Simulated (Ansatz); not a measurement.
Consider the β-hydride elimination: `CC(C)O[Si]N` → `N[SiH]` + `CC(C)=O`.

Program: Ansatz. Geometries: PBE0-D4/def2-TZVP. ΔE: electronic, gas phase. CCSD(T)/CBS is the MP2 limit (def2-TZVPP, def2-QZVPP) plus CCSD(T) − MP2 in def2-TZVPP, frozen cores. This one scheme is used for every species. One conformer a species, not always the lowest.

`CC(C)O[Si]N`:

```xyz
15

C    -0.064    1.068   -1.501
C     0.490   -0.014   -0.599
C     1.803    0.382    0.043
O    -0.456   -0.285    0.425
Si   -1.163   -1.774    0.618
N    -2.135   -1.387    1.964
H    -1.004    0.748   -1.955
H    -0.253    1.977   -0.925
H     0.643    1.304   -2.301
H     0.648   -0.926   -1.195
H     1.665    1.272    0.662
H     2.555    0.601   -0.718
H     2.179   -0.422    0.679
H    -2.168   -0.480    2.406
H    -2.742   -2.063    2.398
```

`N[SiH]`:

Cartesian coordinates in Å:
```
N 0.100 0.541 -0.123
Si 0.682 -0.939 0.498
H -0.826 0.715 -0.480
H 0.684 1.362 -0.168
H -0.640 -1.679 0.274
```

`CC(C)=O`:

Z-matrix (Å, degrees):
```
C
C 1 1.506
H 1 1.093 2 110.6
H 1 1.094 2 109.7 3 117.5
H 1 1.088 2 110.1 3 -121.9
C 2 1.506 1 116.4 3 -53.2
O 2 1.206 1 121.8 3 126.8
H 6 1.093 2 110.6 1 -53.3
H 6 1.094 2 109.7 1 64.2
H 6 1.088 2 110.1 1 -175.2
```

| species | SCS-MP2/def2-QZVPP energy (Eh) |
| --- | --- |
| `CC(C)O[Si]N` | -538.43324 |
| `N[SiH]` | -345.51217 |
| `CC(C)=O` | -192.84104 |

(1) Work out ΔE.

Largest T1 diagnostic among the species: 0.015.

Results:

(1) ΔE = (-345.51217) + (-192.84104) − (-538.43324) = 0.08003 Eh = +210.1 kJ/mol. CCSD(T)/CBS gives +212.6 kJ/mol.

At CCSD(T), def2-SVP lies −29.2 kJ/mol from the extrapolated value and def2-TZVPP −6.9 kJ/mol. From BLYP to BHLYP (50 % exact exchange), in def2-TZVPP and without D4, ΔE moves by +36.2 kJ/mol.
